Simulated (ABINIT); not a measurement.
# BN (F-43m) in ABINIT: settings compared, part 2 of 2

ABINIT 10.8.3 (patched build).

### Step 3. Equation of state, PBE+D2

run.abi

```
# Datasets: one volume each
ndtset 7
getwfk -1
scalecart1 3*0.9795861087
scalecart2 3*0.9864848297
scalecart3 3*0.9932883884
scalecart4 3*1.0000000000
scalecart5 3*1.0066227096
scalecart6 3*1.0131594038
scalecart7 3*1.0196128224

# Pseudopotentials
pp_dirpath "./"
pseudos "N.GGA_PBE-JTH.xml, B.GGA_PBE-JTH.xml"

# Structure
acell 3*1.0
rprim
     0.0000000000     3.4260753537     3.4260753537
     3.4260753537     0.0000000000     3.4260753537
     3.4260753537     3.4260753537     0.0000000000
ntypat 2
znucl 7 5
natom 2
typat 1 2
xred
     0.2500000000     0.2500000000     0.2500000000
     0.0000000000     0.0000000000     0.0000000000

# Plane-wave basis
ecut 26.0
pawecutdg 48.0

# k points
kptopt 1
ngkpt 13 13 13
nshiftk 1
shiftk 0.0 0.0 0.0

# Exchange and correlation
ixc 11
vdw_xc 5

# Bands and occupations
nband 8
occopt 3
tsmear 0.05 eV

# SCF cycle
nstep 100
tolvrs 1.0e-9

# Output
iomode 3
prtwf 1
prtden 0
prteig 0
prtebands 0
enunit 2
```

Potentials or basis: JTH PAW PBE v2.0.

Command:

```bash
> abinit run.abi > log 2>&1
```

It took 78 s on 1 thread of Intel Xeon Platinum 8259CL at 2.50GHz (Skylake/Cascade Lake), shared host; peak memory 0.12 GiB.

The run converged. Its results:

```yaml
Equilibrium_volume: 5.89 Å³/atom
Bulk_modulus: 383 GPa
Pressure_derivative_of_the_bulk_modulus: 3.8
```

Energy against volume, from the lowest point:
| volume (Å³/atom) | energy (meV/atom) |
| --- | --- |
| 5.602 | 17.92 |
| 5.721 | 5.68 |
| 5.840 | 0.00 |
| 5.959 | 0.41 |
| 6.078 | 6.25 |
| 6.198 | 17.08 |
| 6.317 | 32.40 |

Caveat: pressures at fixed basis lie under the slope of the energies; the atomic spheres overlap.

### Step 4. Band structure, revPBE

run.abi

```
# Datasets: ground state, then fixed potential
ndtset 2

# Pseudopotentials
pp_dirpath "./"
pseudos "N.GGA_PBE-JTH.xml, B.GGA_PBE-JTH.xml"

# Structure
acell 3*1.0
rprim
     0.0000000000     3.4260753537     3.4260753537
     3.4260753537     0.0000000000     3.4260753537
     3.4260753537     3.4260753537     0.0000000000
ntypat 2
znucl 7 5
natom 2
typat 1 2
xred
     0.2500000000     0.2500000000     0.2500000000
     0.0000000000     0.0000000000     0.0000000000

# Plane-wave basis
ecut 26.0
pawecutdg 48.0

# Exchange and correlation
ixc 14

# Bands and occupations
occopt 3
tsmear 0.00183747

# SCF cycle
nstep 100

# Output
iomode 3
prtwf 0
prteig 0
prtebands 0
prtden1 1

# Dataset 1
kptopt1 1
ngkpt1 13 13 13
nshiftk1 1
shiftk1 0.0 0.0 0.0
nband1 8
tolvrs1 1.0e-9

# Dataset 2: bands along G-X-W-K-G-L-U-W-L-K
iscf2 -2
getden2 1
nband2 14
nbdbuf2 4
tolwfr2 1.0e-11
kptopt2 -9
ndivsm2 6
prteig2 1
kptbounds2
     0.0000000000     0.0000000000     0.0000000000
     0.5000000000     0.0000000000     0.5000000000
     0.5000000000     0.2500000000     0.7500000000
     0.3750000000     0.3750000000     0.7500000000
     0.0000000000     0.0000000000     0.0000000000
     0.5000000000     0.5000000000     0.5000000000
     0.6250000000     0.2500000000     0.6250000000
     0.5000000000     0.2500000000     0.7500000000
     0.5000000000     0.5000000000     0.5000000000
     0.3750000000     0.3750000000     0.7500000000
```

Command:

```bash
> abinit run.abi > log 2>&1
```

Run time: 24 s. Hardware: 1 thread of Intel Xeon Platinum 8259CL at 2.50GHz (Skylake/Cascade Lake), shared host; peak memory 0.11 GiB.

The run converged. Its results:

| Quantity | Value |
| --- | --- |
| Free energy | -352.1919 eV |
| Pressure | 3.9 GPa |
| Band gap on the k mesh | 4.54 eV, indirect (least direct gap 8.81 eV) |
| Band gap along the path | 4.46 eV, indirect (least direct gap 8.81 eV) |
| Valence electrons inside the program's atomic spheres | N 2.72; B 2.04 |

Levels at the corners of the path, in eV from the valence-band top:
```csv
point,band 1,band 2,band 3,band 4,band 5,band 6,band 7,band 8
Γ,-20.19,0.00,0.00,0.00,8.81,8.81,8.81,10.17
X,-14.67,-8.89,-4.86,-4.86,4.46,9.17,17.87,17.87
W,-14.37,-7.59,-6.89,-6.44,9.59,13.23,14.51,14.52
K,-14.60,-8.11,-7.59,-4.04,6.90,12.80,15.77,16.61
Γ,-20.19,0.00,0.00,0.00,8.81,8.81,8.81,10.17
L,-16.03,-10.62,-1.92,-1.92,10.00,10.68,10.68,15.23
U,-14.60,-8.11,-7.59,-4.04,6.90,12.80,15.77,16.61
W,-14.37,-7.59,-6.89,-6.44,9.59,13.23,14.51,14.52
L,-16.03,-10.62,-1.92,-1.92,10.00,10.68,10.68,15.23
K,-14.60,-8.11,-7.59,-4.04,6.90,12.80,15.77,16.61
```

Caveat: the PAW data sets were made with another functional, which shifts forces and pressure a little.

### Step 5. Equation of state, BLYP+D2

run.abi

```
# Datasets: one volume each
ndtset 7
getwfk -1
scalecart1 3*0.9795861087
scalecart2 3*0.9864848297
scalecart3 3*0.9932883884
scalecart4 3*1.0000000000
scalecart5 3*1.0066227096
scalecart6 3*1.0131594038
scalecart7 3*1.0196128224

# Pseudopotentials
pp_dirpath "./"
pseudos "N.GGA_PBE-JTH.xml, B.GGA_PBE-JTH.xml"

# Structure
acell 2.5639706028 2.5639706028 2.5639706028 Angstrom
rprim
     0.0000000000     0.7071067812     0.7071067812
     0.7071067812     0.0000000000     0.7071067812
     0.7071067812     0.7071067812     0.0000000000
ntypat 2
znucl 7 5
natom 2
typat 1 2
xred
     0.2500000000     0.2500000000     0.2500000000
     0.0000000000     0.0000000000     0.0000000000

# Plane-wave basis
ecut 26.0
pawecutdg 48.0

# k points
kptopt 1
ngkpt 13 13 13
nshiftk 1
shiftk 0.0 0.0 0.0

# Exchange and correlation
ixc -106131
vdw_xc 5

# Bands and occupations
nband 8
occopt 3
tsmear 0.05 eV

# SCF cycle
nstep 100
tolvrs 1.0e-9

# Output
iomode 3
prtwf 1
prtden 0
prteig 0
prtebands 0
```

Command:

```bash
> abinit run.abi > log 2>&1
```

It took 90 s on 1 thread of Intel Xeon Platinum 8259CL at 2.50GHz (Skylake/Cascade Lake), shared host; peak memory 0.13 GiB.

Results (log left out):

```yaml
Equilibrium_volume: 5.95 Å³/atom
Bulk_modulus: 374 GPa
Pressure_derivative_of_the_bulk_modulus: 3.8
```

Energy against volume, from the lowest point:
```csv
volume (Å³/atom),energy (meV/atom)
5.602,26.70
5.721,11.33
5.840,2.56
5.959,0.00
6.078,2.96
6.198,10.96
6.317,23.50
```

Caveat: pressures at fixed basis lie under the slope of the energies; the PAW data sets were made with another functional, which shifts forces and pressure a little; the atomic spheres overlap.

### Step 6. Band structure, PW91

run.abi

```
ndtset 2

pp_dirpath "./"
pseudos "N.GGA_PBE-JTH.xml, B.GGA_PBE-JTH.xml"

acell 2.5639706028 2.5639706028 2.5639706028 Angstrom
rprim
     0.0000000000     0.7071067812     0.7071067812
     0.7071067812     0.0000000000     0.7071067812
     0.7071067812     0.7071067812     0.0000000000
ntypat 2
znucl 7 5
natom 2
typat 1 2
xcart
     1.7130376768     1.7130376768     1.7130376768
     0.0000000000     0.0000000000     0.0000000000

ecut 707.496042 eV
pawecutdg 48.0

ixc -109134

occopt 3
tsmear 0.05 eV

nstep 100

iomode 3
prtwf 0
prteig 0
prtebands 0
prtden1 1

kptopt1 1
ngkpt1 13 13 13
nshiftk1 1
shiftk1 0.0 0.0 0.0
nband1 8
tolvrs1 1.0e-9

iscf2 -2
getden2 1
nband2 14
nbdbuf2 4
tolwfr2 1.0e-11
kptopt2 -9
ndivsm2 8
prteig2 1
prtvol2 -3
kptbounds2
     0.0000000000     0.0000000000     0.0000000000
     0.5000000000     0.0000000000     0.5000000000
     0.5000000000     0.2500000000     0.7500000000
     0.3750000000     0.3750000000     0.7500000000
     0.0000000000     0.0000000000     0.0000000000
     0.5000000000     0.5000000000     0.5000000000
     0.6250000000     0.2500000000     0.6250000000
     0.5000000000     0.2500000000     0.7500000000
     0.5000000000     0.5000000000     0.5000000000
     0.3750000000     0.3750000000     0.7500000000
```

Potentials or basis: JTH PAW PBE v2.0.

Command:

```bash
> abinit run.abi > log 2>&1
```

Run time: 35 s. Hardware: 1 thread of Intel Xeon Platinum 8259CL at 2.50GHz (Skylake/Cascade Lake), shared host; peak memory 0.11 GiB.

It converged, with:

- Free energy: -353.9265 eV
- Pressure: -1.3 GPa
- Band gap on the k mesh: 4.57 eV, indirect (least direct gap 8.79 eV)
- Band gap along the path: 4.50 eV, indirect (least direct gap 8.79 eV)
- Valence electrons inside the program's atomic spheres: N 2.72; B 2.05

Levels at the corners of the path, in eV from the valence-band top:
| point | band 1 | band 2 | band 3 | band 4 | band 5 | band 6 | band 7 | band 8 |
| --- | --- | --- | --- | --- | --- | --- | --- | --- |
| Γ | -20.10 | 0.00 | 0.00 | 0.00 | 8.79 | 8.79 | 8.79 | 10.22 |
| X | -14.58 | -8.84 | -4.85 | -4.85 | 4.50 | 9.21 | 17.77 | 17.77 |
| W | -14.27 | -7.53 | -6.88 | -6.42 | 9.59 | 13.22 | 14.47 | 14.51 |
| K | -14.50 | -8.06 | -7.57 | -4.03 | 6.92 | 12.80 | 15.71 | 16.55 |
| Γ | -20.10 | 0.00 | 0.00 | 0.00 | 8.79 | 8.79 | 8.79 | 10.22 |
| L | -15.93 | -10.58 | -1.92 | -1.92 | 10.04 | 10.68 | 10.68 | 15.18 |
| U | -14.50 | -8.06 | -7.57 | -4.03 | 6.92 | 12.80 | 15.71 | 16.55 |
| W | -14.27 | -7.53 | -6.88 | -6.42 | 9.59 | 13.22 | 14.47 | 14.51 |
| L | -15.93 | -10.58 | -1.92 | -1.92 | 10.04 | 10.68 | 10.68 | 15.18 |
| K | -14.50 | -8.06 | -7.57 | -4.03 | 6.92 | 12.80 | 15.71 | 16.55 |

Caveat: the PAW data sets were made with another functional, which shifts forces and pressure a little.

### Step 7. Summary

```csv
task,level,dispersion computed by,gap on the mesh (eV),pressure (GPa),V0 of scaled cells (Å³/atom),B0 (GPa)
equation of state,PBEsol+D4,dftd4 4.3.1,-,-,5.82,394
equation of state,PBE+D2,-,-,-,5.89,383
band structure,revPBE,-,4.54,3.9,-,-
equation of state,BLYP+D2,-,-,-,5.95,374
band structure,PW91,-,4.57,-1.3,-,-
```

Alike in all rows: potentials or basis JTH PAW PBE v2.0; no spin polarisation; cell as given; k mesh 13 × 13 × 13; cutoff (eV) 707; smearing fermi-dirac 0.05 eV.

Caveats: the PAW data sets were made with another functional, which shifts forces and pressure a little (some runs); pressures at fixed basis lie under the slope of the energies (some runs); the atomic spheres overlap (some runs).

Total energies depend on the potentials used, so only differences within one code and one set of settings carry meaning.

### Step 8. How close it comes

Step 2. A measured bulk modulus of BN is 395 GPa (300 K; quoted in “Effect of nanostructuration on compressibility of cubic BN”, 2012, arxiv:1208.3664); the calculated 394 GPa misses it by -0.3 %. The fit is for a static lattice scaled at fixed shape and fixed fractional positions.

Step 3. Measured bulk modulus of BN: 395 GPa (300 K; quoted in “Effect of nanostructuration on compressibility of cubic BN”, 2012, arxiv:1208.3664). This calculation gives 383 GPa (-2.9 %). The fit is for a static lattice scaled at fixed shape and fixed fractional positions.

Step 4. Measured gap of BN: 6.4 eV (indirect; 300 K; a printed reference work, monograph). This calculation gives 4.46 eV (-1.94 eV). The value is that of revPBE, without temperature or zero-point motion. Semilocal functionals fall short of measured gaps as a rule. The cell is a database's relaxed one, not the measured one, which moves gaps too.

Step 5. Against the measured bulk modulus of BN, 395 GPa (300 K; quoted in “Effect of nanostructuration on compressibility of cubic BN”, 2012, arxiv:1208.3664), the calculated 374 GPa is off by -5.4 %. The fit is for a static lattice scaled at fixed shape and fixed fractional positions.

Step 6. Measured gap of BN: 6.4 eV (indirect; 300 K; a printed reference work, monograph). This calculation gives 4.50 eV (-1.90 eV). The value is that of PW91, without temperature or zero-point motion. Semilocal functionals fall short of measured gaps as a rule. The cell is a database's relaxed one, not the measured one, which moves gaps too.
